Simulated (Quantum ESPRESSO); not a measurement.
## WS2: equation of state with LDA

WS2, a slab with vacuum:

```xyz
3
Lattice="3.1835 0.0000 0.0000 -1.5918 2.7570 0.0000 0.0000 0.0000 16.9506" Properties=species:S:1:pos:R:3 pbc="T T T"
W     0.0000    0.0000    0.0000
S     0.0000    1.8380    1.5595
S     0.0000    1.8380   15.3911
```

- Program: Quantum ESPRESSO 7.5
- Task: equation of state
- Functional: LDA
- Potentials or basis: GBRV 1.5 LDA
- Cutoff: 762 eV
- Density cutoff: 6095 eV
- k mesh: 10 × 10 × 2
- Occupations: fermi-dirac, width 0.05 eV
- Spin: no spin polarisation

```yaml
Equilibrium_volume: 47.98 Å³/atom
Bulk_modulus_at_fixed_shape_and_positions: 63 GPa
Pressure_derivative_of_the_bulk_modulus: 4.4
```

Energy against volume, from the lowest point:
| volume (Å³/atom) | energy (meV/atom) |
| --- | --- |
| 46.616 | 7.50 |
| 47.608 | 0.00 |
| 48.600 | 0.96 |
| 49.592 | 9.51 |
| 50.583 | 24.86 |
| 51.575 | 46.27 |
| 52.567 | 73.12 |

All runs of the series together: 11 min on 2 threads of Intel(R) Xeon(R) Processor @ 2.70GHz, on a shared host.

Caveat: the cell was scaled at fixed shape and fractional positions, which overstates the stiffness of a crystal with free parameters, most of all of layers and chains. The run has no spin-orbit coupling, so splittings on W are missing.
